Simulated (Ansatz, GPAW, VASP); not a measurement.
## ZnS: programs and potentials compared

```
CELL_PARAMETERS angstrom
0.00000 2.70200 2.70200
2.70200 0.00000 2.70200
2.70200 2.70200 0.00000
ATOMIC_POSITIONS crystal
Zn 0.75000 0.75000 0.75000
S 0.00000 0.00000 0.00000
```

Alike in all runs: task single point; functional RPBE; k mesh 9 × 9 × 9; occupations gaussian, width 0.05 eV; no spin polarisation; no spin-orbit coupling. Pressure is positive in compression and, in plane waves, holds the error of the finite cutoff.

```csv
program and potentials,plane-wave cutoff (eV),notes,pressure (GPa)
"GPAW, the program's PAW data sets (release 1.2.1) made for this functional",600,-,4.49
"Ansatz, all-electron LAPW, scalar-relativistic",-,-,4.19
"VASP, PBE PAW files S, Zn, 520 eV",520,potentials made for PBE,?
```

Question: Estimate from the other rows what the run with VASP, PBE PAW files S, Zn, 520 eV gave.

Answer: Pressure 4.33 GPa. The other rows, which needn't bracket it: pressure 4.19 to 4.49.
